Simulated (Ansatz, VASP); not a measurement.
This is a calculation of ZnS (Wurtzite-2H) for Ansatz 0.2.0. 

input.yaml

```yaml
crystal:
  lattice:
    - [3.811, 0.0, 0.0]
    - [-1.9055, 3.3004228138, 0.0]
    - [0.0, 0.0, 6.234]
  atoms:
    - { symbol: Zn, position: [0.6666666667, 0.3333333333, 0.5] }
    - { symbol: Zn, position: [0.3333333333, 0.6666666667, 0.0] }
    - { symbol: S, position: [0.6666666667, 0.3333333333, 0.885] }
    - { symbol: S, position: [0.3333333333, 0.6666666667, 0.385] }
hamiltonian:
  xc: blyp
  pseudopotentials: { kind: paw }
  dispersion: d4
kpoints:
  mp_grid: { grid: [8, 8, 5] }
scf:
  occupations: { method: fermi_dirac, width: 0.05 }
output:
  forces: true
  stress: true
  write_density: true
  write_potential: true
  elf: true
  volumetric_format: npy
relax:
  f_tol: 0.01
  max_steps: 40
  cell: { stress_tol: 0.05 }
```

Potentials or basis: Ansatz PAW.

Command:

```sh
$ ansatz run input.yaml --threads 2 --pin off --max-ram 5632MiB --backend cpu --events-out ev --progress --plain --runs-dir out
```

Question: What does the same run look like in VASP 6.6.1? Potentials or basis there: PBE PAW files S, Zn, 600 eV.

Answer: As run (cutoffs and basis follow the program's own potentials, and thresholds, step limits or extra output files can differ):

INCAR

```
  PREC = Accurate
  ENCUT = 600
  EDIFF = 1E-7
  ISMEAR = -1
  SIGMA = 0.05
  LREAL = F
  LASPH = T
  NELM = 100
  ALGO = Fast
  ISIF = 3
  LWAVE = F
  LCHARG = F
  GGA = B5
  ALDAX = 1.0
  AGGAX = 1.0
  AGGAC = 1.0
  ALDAC = 0.0
  IVDW = 13
  VDW_S6 = 1.0
  VDW_S8 = 2.34076671
  VDW_A1 = 0.44488865
  VDW_A2 = 4.0933009
  IBRION = 2
  NSW = 40
  EDIFFG = -0.005
```

KPOINTS

```
Automatic mesh
0
Gamma
  8 8 5
```

The input POSCAR:

```
ZnS
1.0
    3.8110000000      0.0000000000      0.0000000000
   -1.9055000000      3.3004228138      0.0000000000
    0.0000000000      0.0000000000      6.2340000000
Zn S
2 2
Direct
    0.6666666667      0.3333333333      0.5000000000
    0.3333333333      0.6666666667      0.0000000000
    0.6666666667      0.3333333333      0.8850000000
    0.3333333333      0.6666666667      0.3850000000
```

Potentials or basis: VASP PAW PBE potentials, release 64 (Zn, S).

The run is started by

```sh
$ cat potpaw_PBE.64/Zn/POTCAR potpaw_PBE.64/S/POTCAR > POTCAR
$ mpirun -np 1 vasp_std > vasp.out
```

Both were run:

|  | Ansatz | VASP |
| --- | --- | --- |
| Relaxed volume | 19.75 Å³/atom | 19.78 Å³/atom |
| Relaxed cell | a = 3.812 Å, b = 3.812 Å, c = 6.277 Å, α = 90.00°, β = 90.00°, γ = 120.00° | a = 3.815 Å, b = 3.815 Å, c = 6.279 Å, α = 90.00°, β = 90.00°, γ = 120.00° |
| Space group after relaxing | P6_3mc (No. 186) | P6_3mc (No. 186) |
| Pressure after relaxing | 0.0 GPa | 0.0 GPa |

Ansatz's pressure holds a Pulay term of +0.05 GPa for its cutoff of 420 eV, which the other run lacks.

Ansatz's potentials were made for PBE. VASP's potentials were made for PBE.

Where Ansatz's input types no cutoff or centring, it takes its own default and a Γ-centred mesh.

Pressure is positive in compression.
